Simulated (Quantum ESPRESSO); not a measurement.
La:

```
La
1.0
     3.75000    0.00000    0.00000
    -1.87500    3.24760    0.00000
     0.00000    0.00000    6.07000
La
2
Cartesian
  1.8750 1.0825 4.5525
  0.0000 2.1651 1.5175
```

This isn't the form of La at room conditions, which is double hcp.

* Program: Quantum ESPRESSO 7.5
* Task: single point
* Functional: PBEsol
* Potentials or basis: GBRV 1.5 PBEsol
* Cutoff: 612 eV
* Density cutoff: 4898 eV
* k mesh: 8 × 8 × 5
* Occupations: fermi-dirac, width 0.05 eV
* Spin: no spin polarisation

On this cell: pressure -1.3 GPa; largest force under 0.003 eV/Å; band gap on the k mesh none (metal or under the smearing width).

The same run follows on a disturbed copy (atoms moved at random, drawn with an rms of 0.05 Å):

```
La
1.0
     3.75000    0.00000    0.00000
    -1.87500    3.24760    0.00000
     0.00000    0.00000    6.07000
La
2
Direct
  0.66078 0.31229 0.74326
  0.33264 0.65901 0.25161
```

Problem. What changes?

Solution. The energy (extrapolated to zero smearing) moves by +0.8 meV/atom; pressure -1.3 GPa; largest force 0.066 eV/Å; band gap on the k mesh none (metal or under the smearing width).

Forces in eV/Å, atoms in the order of the input:
```
La  -0.001 -0.001  0.066
La   0.001  0.001 -0.066
```

Stress tensor (GPa, compression positive):
```
-1.27  0.01  0.00
 0.01 -1.14  0.02
 0.00  0.02 -1.43
```
